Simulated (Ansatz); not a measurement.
```yaml
crystal:
  lattice:
    - [3.52605, 0.00000, 0.00000]
    - [0.00000, 4.98659, 0.00000]
    - [0.00000, 0.00000, 25.57816]
  atoms:
    - { symbol: N, position: [0.75000, 0.49646, 0.29119] }
    - { symbol: In, position: [0.25000, 0.28902, 0.30115] }
    - { symbol: N, position: [0.25000, 0.99077, 0.36179] }
    - { symbol: In, position: [0.75000, 0.74532, 0.36049] }
    - { symbol: N, position: [0.75000, 0.49374, 0.43072] }
    - { symbol: In, position: [0.25000, 0.24348, 0.43161] }
    - { symbol: N, position: [0.25000, 0.99144, 0.50000] }
    - { symbol: In, position: [0.75000, 0.74098, 0.50000] }
    - { symbol: N, position: [0.75000, 0.49374, 0.56928] }
    - { symbol: In, position: [0.25000, 0.24348, 0.56839] }
    - { symbol: N, position: [0.25000, 0.99077, 0.63821] }
    - { symbol: In, position: [0.75000, 0.74532, 0.63951] }
    - { symbol: N, position: [0.75000, 0.49646, 0.70881] }
    - { symbol: In, position: [0.25000, 0.28902, 0.69885] }
```

No spin polarisation.

The values are results of Ansatz (an electronic-structure program), PBEsol, PAW, cutoff 420 eV, scalar-relativistic without spin-orbit coupling, not measurements. Γ-centred 9×7×1 mesh, Fermi–Dirac width 0.05 eV. The cell is a slab with vacuum along z.

Question: What gap character does the calculation give?

Answer: Indirect, Γ–Z (20 % along) → Γ.

Question: Predict the layer's space group (with vacuum).

Answer: Pmm2 (No. 25).

Question: What band gap does the calculation give?

Answer: 0.34 eV.

No phonon test of stability was made. The cell was made from InN in the zinc blende structure (space group F-43m, No. 216) by this change: a free-standing slab of 7 layers (14 atoms, 2 a layer) is cut normal to [110], with 15 Å of vacuum and the in-plane cell held at bulk. This is not the structure that InN has at room temperature and ambient pressure.
